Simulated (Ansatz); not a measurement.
Here is an Ansatz 0.2.0 calculation.

input.yaml

```yaml
crystal:
  lattice:
    - [5.175256, 0.0, 0.0]
    - [0.0, 5.175256, 0.0]
    - [0.0, 0.0, 5.175256]
  atoms:
    - { symbol: Sn, position: [0.0, 0.0, 0.0] }
    - { symbol: Sn, position: [0.5, 0.0, 0.5] }
    - { symbol: Sn, position: [0.5, 0.5, 0.0] }
    - { symbol: Sn, position: [0.0, 0.5, 0.5] }
    - { symbol: O, position: [0.661098, 0.838902, 0.161098] }
    - { symbol: O, position: [0.838902, 0.161098, 0.661098] }
    - { symbol: O, position: [0.161098, 0.661098, 0.838902] }
    - { symbol: O, position: [0.338902, 0.338902, 0.338902] }
    - { symbol: O, position: [0.661098, 0.661098, 0.661098] }
    - { symbol: O, position: [0.838902, 0.338902, 0.161098] }
    - { symbol: O, position: [0.161098, 0.838902, 0.338902] }
    - { symbol: O, position: [0.338902, 0.161098, 0.838902] }
hamiltonian:
  xc: revpbe
  pseudopotentials: { kind: paw }
kpoints:
  mp_grid: { grid: [5, 5, 5] }
scf:
  occupations: { method: fermi_dirac, width: 0.05 }
output:
  forces: true
  stress: true
  eigenvalues: true
  write_density: true
  write_potential: true
  elf: true
  volumetric_format: npy
relax:
  f_tol: 0.01
  max_steps: 40
  cell: { stress_tol: 0.05 }
```

Potentials or basis: Ansatz PAW.

Run with:

```console
$ ansatz run input.yaml --threads 4 --pin off --max-ram 11264MiB --backend cpu --events-out ev --progress --plain --runs-dir out
```

Q: What does it give for the band gap on the k mesh?

A: 0.50 eV, indirect (least direct gap 0.55 eV).

Q: Estimate the relaxed volume.

A: 11.70 Å³/atom.

Q: What does it give for the relaxed cell?

A: a = 5.198 Å, b = 5.198 Å, c = 5.198 Å, α = 90.00°, β = 90.00°, γ = 90.00°.

The path:
| step | energy change (eV) | largest force (eV/Å) | volume (Å³) |
| --- | --- | --- | --- |
| 1 | 0.0000 | 0.0114 | 138.61 |
| 2 | -0.0046 | 0.0002 | 140.41 |
| 3 | -0.0135 | 0.0001 | 140.41 |
| 4 | -0.0133 | 0.0000 | 140.46 |
| 5 | -0.0149 | 0.0001 | 140.46 |

Caveat: odd divisions of the mesh miss points on the zone boundary, where band edges often lie, so the gap on the mesh can be too wide; the plane-wave basis is chosen anew once the cell has moved, so the energies of steps on either side of that aren't comparable; the pressure holds a Pulay correction of +0.8 GPa for the finite cutoff; spin-orbit coupling is left out, which moves the levels of the heavy elements; the PAW data sets come from PBE, with cores solved anew for the run's functional, which leaves a small shift of forces and pressure. A k mesh can miss the band edges.
